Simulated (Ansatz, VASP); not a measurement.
**Two plane-wave programs on TePb**

Contents of INCAR:

```
ALGO     = Normal         # electronic algorithm
EDIFF    = 1E-8           # SCF threshold, eV
ENCUT    = 520            # plane-wave cutoff, eV
GGA      = PS             # functional
ISIF     = 2              # what is computed and relaxed
ISMEAR   = -1             # smearing method
LASPH    = True           # aspherical terms in the spheres
LCHARG   = False          # write CHGCAR
LEFG     = True         
LREAL    = False          # projectors in reciprocal space
LWAVE    = False          # write WAVECAR
NBANDS   = 17             # bands
NELM     = 100            # most SCF steps
PREC     = Accurate       # precision mode
SIGMA    = 0.03           # smearing width, eV
```

The input KPOINTS:

```
k-points
0
Gamma
  10 10 10
```

POSCAR

```
TePb
1.0
    0.0000000000      3.2270000000      3.2270000000
    3.2270000000      0.0000000000      3.2270000000
    3.2270000000      3.2270000000      0.0000000000
Te Pb
1 1
Direct
    0.5000000000      0.5000000000      0.5000000000
    0.0000000000      0.0000000000      0.0000000000
```

Input for Ansatz:

```yaml
crystal:
  lattice:
    - [0.0, 3.227, 3.227]
    - [3.227, 0.0, 3.227]
    - [3.227, 3.227, 0.0]
  atoms:
    - { symbol: Te, position: [0.5, 0.5, 0.5] }
    - { symbol: Pb, position: [0.0, 0.0, 0.0] }
kpoints:
  mp_grid: { grid: [10, 10, 10] }
  band_path:
    path:
      - [0.0, 0.0, 0.0]
      - [0.5, 0.0, 0.5]
      - [0.625, 0.25, 0.625]
      - [0.375, 0.375, 0.75]
      - [0.0, 0.0, 0.0]
      - [0.5, 0.5, 0.5]
      - [0.5, 0.25, 0.75]
      - [0.5, 0.0, 0.5]
    npoints: 14
scf:
  occupations: { method: fermi_dirac, width: 0.03 }
hamiltonian:
  xc: pbesol
  pseudopotentials: { kind: paw }
output:
  forces: true
  stress: true
  eigenvalues: true
  efg: { contact_densities: true }
  populations: true
  bader: true
  dos: { projected: true, de: 0.2, e_range: [-14, 8] }
  write_density: true
  write_potential: true
  elf: true
  volumetric_format: npy
```

Alike in both runs: task electric field gradients; functional PBEsol; k mesh 10 × 10 × 10; occupations fermi-dirac, width 0.03 eV; no spin polarisation.

```csv
,VASP,Ansatz
version,VASP 6.6.1,Ansatz 0.2.0
potentials or method,"VASP PAW PBE potentials, release 64 (Te, Pb_d)","PAW with Ansatz's default frozen-core files, scalar-relativistic"
plane-wave cutoff (eV),520,420
valence electrons in the cell,20,30
```

|  | VASP | Ansatz | Ansatz less VASP |
| --- | --- | --- | --- |
| pressure (GPa) | -0.3 | -0.2 | +0.02 |
| Vzz of the field gradient on the site that differs most (V/Å²) | 0.0 | 0.0 | 0.00 |

The two sets of potentials don't hold the same shells in valence. Ansatz warned: «gradients_without_spin_orbit».

Caveats: the PAW data sets were made with another functional, which shifts forces and pressure a little (VASP); spin-orbit coupling is left out, which as a rule narrows the gap of such compounds by several tenths of an eV. A k mesh can miss the band edges.
